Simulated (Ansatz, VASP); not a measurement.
## Fe: VASP beside Ansatz

Contents of INCAR:

```
SYSTEM = Fe
ALGO     = Fast           ! electronic algorithm
EDIFF    = 1E-6           ! SCF threshold, eV
ENCUT    = 520            ! plane-wave cutoff, eV
GGA      = PE             ! functional
ISIF     = 2              ! what is computed and relaxed
ISMEAR   = 0              ! smearing method
ISPIN    = 2              ! spin polarisation
LASPH    = .True.         ! aspherical terms in the spheres
LCHARG   = .True.         ! write CHGCAR
LELF     = .True.         ! ELF
LMAXMIX  = 4              ! l up to which the mixer works
LORBIT   = 11             ! projections on sites
LREAL    = .False.        ! projectors in reciprocal space
LVHAR    = .True.       
LWAVE    = .False.        ! write WAVECAR
MAGMOM   = 4 4 4          ! initial moments
NBANDS   = 23             ! bands
NELM     = 150            ! most SCF steps
PREC     = Accurate       ! precision mode
SIGMA    = 0.1            ! smearing width, eV
```

Contents of KPOINTS:

```
k-points
0
Gamma
  6 6 8
  0 0 0
```

File POSCAR:

```
Fe
1.0
    4.2550579377      0.0000000000      0.0000000000
   -2.1275289688      3.6849882686      0.0000000000
    0.0000000000      0.0000000000      2.6085355183
Fe
3
Direct
    0.0000000000      0.0000000000      0.0000000000
    0.3333333333      0.6666666667      0.5000000000
    0.6666666667      0.3333333333      0.5000000000
```

Input for Ansatz:

```yaml
crystal:
  lattice:
    - [4.2550579377, 0.0, 0.0]
    - [-2.1275289688, 3.6849882686, 0.0]
    - [0.0, 0.0, 2.6085355183]
  atoms:
    - { symbol: Fe, position: [0.0, 0.0, 0.0], spin: 4.0 }
    - { symbol: Fe, position: [0.3333333333, 0.6666666667, 0.5], spin: 4.0 }
    - { symbol: Fe, position: [0.6666666667, 0.3333333333, 0.5], spin: 4.0 }
basis:
  ecutwfc: 420
kpoints:
  mp_grid: { grid: [6, 6, 8] }
hamiltonian:
  xc: pbe
scf:
  occupations: { method: gaussian, width: 0.1 }
  lower_state_search: "off"
output:
  forces: true
  stress: true
  eigenvalues: true
  populations: true
magnetization:
  spin_polarized: true
```

Alike in both runs: task single point; functional PBE; k mesh 6 × 6 × 8; occupations gaussian, width 0.1 eV; collinear spin.

|  | VASP | Ansatz |
| --- | --- | --- |
| version | VASP 6.6.1 | Ansatz 0.2.0 |
| potentials or method | VASP PAW PBE potentials, release 64 (Fe) | scalar-relativistic, plane waves, PAW |
| plane-wave cutoff (eV) | 520 | 420 |
| valence electrons in the cell | 24 | 48 |

Ansatz gave:

* gap on the k mesh at the Fermi level (eV): none
* pressure (GPa): -13.6
* largest component of the traceless stress (GPa): 11.22
* net moment per atom (μB): 2.74
* size of the moment on the site where the two differ most (μB): 2.83

Estimate VASP's values.

gap on the k mesh at the Fermi level (eV): none; pressure (GPa): -13.7; largest component of the traceless stress (GPa): 11.06; net moment per atom (μB): 2.73; size of the moment on the site where the two differ most (μB): 2.79.

Site moments also hang on the region over which each program counts them. A gap of «none» marks a metal or a gap that the smearing closes. The two sets of potentials don't hold the same shells in valence.
